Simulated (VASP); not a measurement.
AlN:

```
CELL_PARAMETERS angstrom
0.00000 2.18399 2.18399
2.18399 0.00000 2.18399
2.18399 2.18399 0.00000
ATOMIC_POSITIONS crystal
Al 0.00000 0.00000 0.00000
N 0.25000 0.25000 0.25000
```

Measurements of this composition are mostly on another form, of space group No. 186.

Base run:

```yaml
Program: VASP 6.6.1
Functional: PBEsol
Potentials_or_basis: VASP PAW PBE potentials, release 64 (Al, N)
Cutoff: 520 eV
k_mesh: 10 × 10 × 10
Occupations: gaussian, width 0.02 eV
Spin: no spin polarisation
```

Its results: band gap on the k mesh 3.19 eV, indirect (least direct gap 4.13 eV); pressure 1.3 GPa.

Question: After a change of settings the same cell gave: band gap on the k mesh 3.93 eV, indirect (least direct gap 4.89 eV); pressure -0.1 GPa. Which change was it?
A. functional from PBEsol to HSE06; k mesh from 10 × 10 × 10 to 8 × 8 × 8
B. functional from PBEsol to LDA; potentials or basis from VASP PAW PBE potentials, release 64 (Al, N) to VASP PAW LDA potentials, release 64 (Al, N)
C. functional from PBEsol to PBE; occupations from gaussian, width 0.02 eV to fermi-dirac, width 0.05 eV
D. functional from PBEsol to r2SCAN

Answer: D.

r2SCAN gives the wider gap, since meta-GGAs in the generalised Kohn-Sham scheme recover part of the derivative discontinuity.

Caveats: the PAW data sets were made with another functional, which shifts forces and pressure a little.

Not every run made on this cell is shown here.
